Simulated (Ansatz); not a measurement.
**Ligand exchange: CHF3 + Ge(SH)4 → CHF3S + GeH(SH)3**

Species: CHF3 (trifluoromethane) `FC(F)F`, singlet; Ge(SH)4, singlet; CHF3S `FC(F)(F)S`, singlet; GeH(SH)3, singlet. The partners trade H for SH: C–H and Ge–SH bonds give way to C–SH and Ge–H.

Shapes, held fixed at every level: PBE0-D4/def2-TZVP. Flexible molecules stand in one conformer, not always the lowest. Programs: Ansatz 0.2.0. The zero-point and thermal change to 298 K, harmonic and unscaled (PBE0-D4/def2-TZVP), is -10.8 kJ/mol.

```csv
level,kind,ΔH(298 K) (kJ/mol),less CCSD(T)/def2-TZVPP
HF/def2-TZVPP,Hartree–Fock,+111.0,-0.2
BHLYP-D4/def2-TZVPP,global hybrid,+115.1,+3.9
r2SCAN0-D4/def2-TZVPP,global hybrid,+107.5,-3.7
wB97M-V/def2-TZVPP,range-separated hybrid,+101.4,-9.8
wB97X-V/def2-TZVPP,range-separated hybrid,+100.5,-10.7
MP2/def2-SVP,perturbation theory,+109.5,-1.7
CCSD(T)/def2-SVP,coupled cluster or CI,+101.7,-9.5
CCSD(T)/def2-TZVPP,coupled cluster or CI,+111.2,0.0
```

The highest level, CCSD(T)/def2-TZVPP, gives ΔH(298 K) = +111.2 kJ/mol; the levels span +100.5 to +115.1. The column of differences is taken from that level and isn't an error. No measured value is set beside it here. Relativity is left out for Ge unless named. Correlated rows may include outer-core shells of Ge, which these sets cover unevenly.
